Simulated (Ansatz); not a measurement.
## Point defect: Se interstitial in SnSe2

These are results of DFT PBE, scalar-relativistic, plane waves, PAW in Ansatz 0.2.0, not measurements. Run with 420 eV cutoff, 2×2×2 k-mesh, shifted by half a step, Gaussian smearing of 0.01 eV, collinear spin in charge -1 alone.

Host crystal, relaxed:

```
Sn Se
1.0
     3.87167    0.00000    0.00000
    -1.93584    3.35297    0.00000
     0.00000    0.00000    6.97110
Sn Se
1 2
Direct
  0.00000 0.00000 0.00000
  0.66667 0.33333 0.77126
  0.33333 0.66667 0.22874
```

Supercell of 36 atoms, rows in host cell vectors: -2 -2 1; 2 0 1; 0 2 1. Atoms relax at the host's cell from a start displaced at random by 0.06 Å near the defect, so other minima may exist. The cell is small, so energies carry finite-size errors of tenths of an eV. The host's Kohn–Sham gap is 0.68 eV. Atoms are taken from and returned to the elements' standard states. Charged cells are corrected for image charges with the computed static dielectric tensor (mean 15.7) and aligned with the host's potential at far atoms (alignment terms reach 0.87 eV). No band-filling term is added, and the Fermi level counts from the host's valence band top.

Starting moments were lost in some runs.

Defect: Se interstitial at (0.312, 0.625, 0.607) of the host cell.

(1) What is the formation energy of the neutral defect?

(2) Does the neutral defect carry a moment, and how do its surroundings relax?

(3) Charges 0, -1, -2 were computed. Which is stable where in the gap?

Answers

(1) 1.01 eV.

(2) The neutral run had no spin polarisation, so a moment wasn't tested. The nearest neighbours before are 2 Se at 2.45 Å, 2 Se at 2.64 Å; after relaxation the atoms near the site are 2 Se at 2.46 Å; the largest move is 1.28 Å.

(3) Among the charges computed the stable one is 0 at the valence band top and stays so across the gap. In charge -1, -2 the extra carrier would gain by moving to a band edge of the host, so it isn't bound in the gap, though by less than the errors named above. In charge -1, -2 the cell has partly filled bands: a level of the defect may be part filled, the carrier may sit in the host's bands, or levels may cross between the k points, so transitions that involve it are doubtful. Other sites of the defect weren't tried. Levels between neighbouring charges: (0/-1) 0.86 eV, (-1/-2) 1.35 eV.